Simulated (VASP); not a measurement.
# Yb (P6_3/mmc) in VASP: single point with PBE

Aim: the single point of Yb with PBE.

Everything below comes from runs of VASP 6.6.1. Logs are shortened: lines on timing, memory, paths and dates and some standing lists are left out, and cuts for length are marked.

## (1) Starting point

The structure is hexagonal, space group P6_3/mmc (No. 194). The conventional cell has a = 3.880 Å, b = 3.880 Å, c = 6.386 Å, α = 90.00°, β = 90.00°, γ = 120.00°. Yb (site symmetry -6m2) is surrounded by 12 Yb at 3.88 to 3.90 Å.

This isn't the form of Yb at room conditions, which is fcc.

## (2) Single point, PBE, collinear spin, ferromagnetic start

Input file INCAR:

```
SYSTEM = Yb
PREC = Accurate
ENCUT = 520
EDIFF = 1E-7
ISMEAR = -1
SIGMA = 0.05
LREAL = .False.
LASPH = .True.
NELM = 100
ALGO = Fast
ISIF = 2
LWAVE = .False.
LCHARG = .True.
ISPIN = 2
MAGMOM = 2.5 2.5
LORBIT = 11
LMAXMIX = 6
GGA = PE
LELF = .True.
LVHAR = .True.
NBANDS = 35
```

Input file KPOINTS:

```
regular mesh
0
Gamma
  8 8 4
  0 0 0
```

Input file POSCAR:

```
Yb
1.0
    3.8799000000      0.0000000000      0.0000000000
   -1.9399500000      3.3600919641      0.0000000000
    0.0000000000      0.0000000000      6.3859000000
Yb
2
Direct
    0.6666666667      0.3333333333      0.7500000000
    0.3333333333      0.6666666667      0.2500000000
```

Potentials or basis: VASP PAW PBE potentials, release 64 (Yb).

Launch:

```
$ cat potpaw_PBE.64/Yb/POTCAR > POTCAR
$ mpirun -np 1 vasp_std > vasp.out
```

OUTCAR:

```text
SYSTEM = Yb
   PREC = Accurate
   ENCUT = 520
   EDIFF = 1E-7
   ISMEAR = -1
   LREAL = .False.
   LASPH = .True.
   NELM = 100
   ISIF = 2
   ISPIN = 2
   LORBIT = 11
   GGA = PE

 ion  position               nearest neighbor table
   1  0.667  0.333  0.750-
   2  0.333  0.667  0.250-

  LATTYP: Found a hexagonal cell.
 ALAT       =     3.8799000000
 C/A-ratio  =     1.6458929354

  Lattice vectors:

 A1 = (   3.8799000000,   0.0000000000,   0.0000000000)
 A2 = (  -1.9399500000,   3.3600919641,   0.0000000000)
 A3 = (   0.0000000000,   0.0000000000,   6.3859000000)

Analysis of symmetry for initial positions (statically):
=====================================================================
 Subroutine PRICEL returns:
 Original cell was already a primitive cell.

 Routine SETGRP: Setting up the symmetry group for a
 hexagonal supercell.

 Subroutine GETGRP returns: Found 24 space group operations
 (whereof 12 operations were pure point group operations)
 out of a pool of 24 trial point group operations.

The static configuration has the point symmetry D_3d.
 The point group associated with its full space group is D_6h.

Analysis of symmetry for dynamics (positions and initial velocities):
=====================================================================
 Subroutine PRICEL returns:
 Original cell was already a primitive cell.

 Routine SETGRP: Setting up the symmetry group for a
 hexagonal supercell.

 Subroutine GETGRP returns: Found 24 space group operations
 (whereof 12 operations were pure point group operations)
 out of a pool of 24 trial point group operations.

The dynamic configuration has the point symmetry D_3d.
 The point group associated with its full space group is D_6h.

Analysis of structural, dynamic, and magnetic symmetry:
=====================================================================
 Subroutine PRICEL returns:
 Original cell was already a primitive cell.

 Routine SETGRP: Setting up the symmetry group for a
 hexagonal supercell.

 Subroutine GETGRP returns: Found 24 space group operations
 (whereof 12 operations were pure point group operations)
 out of a pool of 24 trial point group operations.

The overall configuration has the point symmetry D_3d.
 The point group associated with its full space group is D_6h.

 Subroutine INISYM returns: Found 24 space group operations
 (whereof 12 operations are pure point group operations),
 and found     1 'primitive' translations

----------------------------------------------------------------------------------------

                                     Primitive cell

  volume of cell :      83.2518

  direct lattice vectors                    reciprocal lattice vectors
     3.879900000  0.000000000  0.000000000     0.257738602  0.148805451  0.000000000
    -1.939950000  3.360091964  0.000000000     0.000000000  0.297610902  0.000000000
     0.000000000  0.000000000  6.385900000     0.000000000  0.000000000  0.156594998

  length of vectors
     3.879900000  3.879900000  6.385900000     0.297610902  0.297610902  0.156594998

  position of ions in fractional coordinates (direct lattice)
     0.666666667  0.333333333  0.750000000
     0.333333333  0.666666667  0.250000000

  ion indices of the primitive-cell ions
   primitive index   ion index
                 1           1
                 2           2

----------------------------------------------------------------------------------------

 KPOINTS: regular mesh

Automatic generation of k-mesh.
 Grid dimensions read from file:
 generate k-points for:    8    8    4

 Generating k-lattice:

  Cartesian coordinates                     Fractional coordinates (reciprocal lattice)
     0.032217325  0.018600681  0.000000000     0.125000000  0.000000000  0.000000000
     0.000000000  0.037201363  0.000000000     0.000000000  0.125000000  0.000000000
     0.000000000  0.000000000  0.039148750     0.000000000  0.000000000  0.250000000

  Length of vectors
     0.037201363  0.037201363  0.039148750

  Shift w.r.t. Gamma in fractional coordinates (k-lattice)
     0.000000000  0.000000000  0.000000000

 Subroutine IBZKPT returns following result:
 ===========================================

 Found     30 irreducible k-points:

 Following reciprocal coordinates:
            Coordinates               Weight
  0.000000  0.000000  0.000000      1.000000
  0.125000  0.000000  0.000000      6.000000
  0.250000  0.000000  0.000000      6.000000
  0.375000  0.000000  0.000000      6.000000
  0.500000  0.000000  0.000000      3.000000
  0.125000  0.125000  0.000000      6.000000
[... 16 lines left out ...]
  0.250000  0.000000  0.500000      6.000000
  0.375000  0.000000  0.500000      6.000000
 [... further k-points ...]
   k-points           NKPTS =     30   k-points in BZ     NKDIM =     30   number of bands    NBANDS=     35
   number of dos      NEDOS =    301   number of ions     NIONS =      2
   total plane-waves  NPLWV =  43200
   dimension x,y,z NGX =    30 NGY =   30 NGZ =   48
   dimension x,y,z NGXF=    60 NGYF=   60 NGZF=   96
   ions per type =               2
   NGX,Y,Z   is equivalent  to a cutoff of  12.85, 12.85, 12.50 a.u.
   NGXF,Y,Z  is equivalent  to a cutoff of  25.71, 25.71, 24.99 a.u.
 SYSTEM =  Yb
   PREC   = accura    normal or accurate (medium, high low for compatibility)
   ISTART =      0    job   : 0-new  1-cont  2-samecut
   ICHARG =      2    charge: 1-file 2-atom 10-const
   ISPIN  =      2    spin polarized calculation?
   LNONCOLLINEAR =      F non collinear calculations
   LSORBIT =      F    spin-orbit coupling
   LASPH  =      T    aspherical Exc in radial PAW
   ENCUT  =  520.0 eV  38.22 Ry    6.18 a.u.   7.21  7.21 11.87*2*pi/ulx,y,z
   NELM   =    100;   NELMIN=  2; NELMDL= -5     # of ELM steps
   EDIFF  = 0.1E-06   stopping-criterion for ELM
   LREAL  =      F    real-space projection
   EDIFFG = 0.1E-05   stopping-criterion for IOM
   NSW    =      0    number of steps for IOM
   IBRION =     -1    ionic relax: 0-MD 1-quasi-New 2-CG
   NFREE  =      0    steps in history (QN), initial steepest desc. (CG)
   ISIF   =      2    stress and relaxation
   ISYM   =      2    0-nonsym 1-usesym 2-fastsym
   POTIM  = 0.5000    time-step for ionic-motion
   TEBEG  =    0.0;   TEEND  =   0.0 temperature during run
   PSTRESS=    0.0 pullay stress
   NELECT =      48.0000    total number of electrons
   NUPDOWN=      -1.0000    fix difference up-down
   EMIN   =  10.00;   EMAX   =-10.00  energy-range for DOS
   EFERMI =   0.00;   METHOD = LEGACY
   ISMEAR =    -1;   SIGMA  =   0.05  broadening in eV -4-tet -1-fermi 0-gaus
   EFERMI_NEDOS =   21; number of points for ismear=-14 and -15
   IALGO  =     68    algorithm
   IMIX   =      4    mixing-type and parameters
     AMIX     =   0.40;   BMIX     =  1.00
     AMIX_MAG =   1.60;   BMIX_MAG =  1.00
  volume/ion in A,a.u.               =      41.63       280.91
  Fermi-wavevector in a.u.,A,eV,Ry     =   1.362565  2.574875 25.260359  1.856584
  Thomas-Fermi vector in A             =   2.489044
   LORBIT       =     11    0 simple, 1 ext, 2 COOP (PROOUT), +10 PAW based schemes
   GGA     = PE    functional components
   LHFCALC =     F    Hartree Fock is set to
   AEXX    =    0.0000 exact exchange contribution
   IVDW    =     0    specifies the selected vdW correction
   LEPSILON=     F    determine dielectric tensor
   LRPA    =     F    only Hartree local field effects (RPA)
 spin polarized calculation
 RMM-DIIS sequential band-by-band and
  energy-cutoff  :      520.00
  volume of cell :       83.25
 maximum number of plane-waves:      2256
 NGX is ok and might be reduce to    30
   NGX = 15   NGY = 15   NGZ = 23

 number of electron      48.0000033 magnetization      -0.0031253

 number of electron      48.0000033 magnetization       0.0014978

 Free energy of the ion-electron system (eV)
  ---------------------------------------------------
  ext. energy  EPLUGINS =         0.00000000
  ---------------------------------------------------
  free energy    TOTEN  =        -7.03122218 eV

  energy without entropy =       -6.99492545  energy(sigma->0) =       -7.01307381

 E-fermi :   1.1400     XC(G=0):  -8.8223

 val. band max:        1.1323856313   @ k =   0.3750   0.0000   0.0000
 cond. band min:       1.1408714035   @ k =   0.1250   0.1250   0.0000
 fundamental gap:      0.0084857723
 Fermi energy:         1.1400402135

 spin component 1

 k-point     1 :       0.0000    0.0000    0.0000
  band No.  band energies     occupation
      1     -50.7044      1.00000
      2     -50.6967      1.00000
      3     -23.1678      1.00000
      4     -22.9970      1.00000
      5     -22.9970      1.00000
      6     -22.9696      1.00000
[... 27 lines left out ...]
     34       6.5445      0.00000
     35       7.3003      0.00000
[... 843 lines left out ...]
      5     -23.0246      1.00000
      6     -23.0246      1.00000
[... 27 lines left out ...]
     34       8.1157      0.00000
     35      23.4347      0.00000

 [... further k-points ...]

 spin component 2

 k-point     1 :       0.0000    0.0000    0.0000
  band No.  band energies     occupation
      1     -50.7044      1.00000
      2     -50.6967      1.00000
      3     -23.1677      1.00000
      4     -22.9970      1.00000
      5     -22.9970      1.00000
      6     -22.9696      1.00000
[... 27 lines left out ...]
     34       6.5457      0.00000
     35       8.4093      0.00000
[... 843 lines left out ...]
      5     -23.0245      1.00000
      6     -23.0245      1.00000
[... 27 lines left out ...]
     34       6.6558      0.00000
     35       8.1194      0.00000

 [... further k-points ...]
[... 5 lines left out ...]
  --------------------------------------------------------------------------------------
  -------------------------------------------------------------------------------------
  Total       -1.3801030     -1.3801030     -1.3232546     -0.0000000      0.0000000      0.0000000
  in kB      -26.5600120    -26.5600120    -25.4659679     -0.0000000      0.0000000      0.0000000
  external PRESSURE =     -26.1953306 kB  Pullay stress =       0.0000000 kB

 VOLUME and BASIS-vectors are now :
 -----------------------------------------------------------------------------
  energy-cutoff  :      520.00
  volume of cell :       83.25
      direct lattice vectors                 reciprocal lattice vectors
     3.879900000  0.000000000  0.000000000     0.257738602  0.148805451  0.000000000
    -1.939950000  3.360091964  0.000000000     0.000000000  0.297610902  0.000000000
     0.000000000  0.000000000  6.385900000     0.000000000  0.000000000  0.156594998

 POSITION                                       TOTAL-FORCE (eV/Angst)
 -----------------------------------------------------------------------------------
      1.93995      1.12003      4.78943         0.000000      0.000000      0.000000
     -0.00000      2.24006      1.59648         0.000000      0.000000      0.000000
 -----------------------------------------------------------------------------------
    total drift:                               -0.000000      0.000000     -0.000000

  FREE ENERGIE OF THE ION-ELECTRON SYSTEM (eV)
  ---------------------------------------------------
  free  energy   TOTEN  =        -7.0312221751 eV

  energy  without entropy=       -6.9949254518  energy(sigma->0) =       -7.01307381

 total charge

# of ion       s       p       d       f       tot
--------------------------------------------------
    1        2.212   5.979   0.204  13.649  22.045
    2        2.212   5.979   0.204  13.649  22.045
--------------------------------------------------
tot          4.425  11.958   0.408  27.299  44.090

 magnetization (x)

# of ion       s       p       d       f       tot
--------------------------------------------------
    1        0.000   0.000   0.000  -0.000  -0.000
    2        0.000   0.000   0.000  -0.000  -0.000
--------------------------------------------------
tot          0.000   0.000   0.000  -0.001  -0.000
```

Run time: 23 min. Hardware: 1 thread of Intel Xeon Platinum 8375C at 2.90GHz (Ice Lake), shared host; peak memory 0.31 GiB.

Results:

```yaml
Free_energy: -7.0312 eV
Pressure: -2.6 GPa
Band_gap_on_the_k_mesh: none (metal or under the smearing width)
Net_moment: 0.00 μB per cell
Valence_electrons_inside_the_program's_atomic_spheres: Yb 22.05
```

Caveat: spin-orbit coupling is left out, which moves the levels of the heavy elements. The state reached can hang on the start; a lower one may exist.
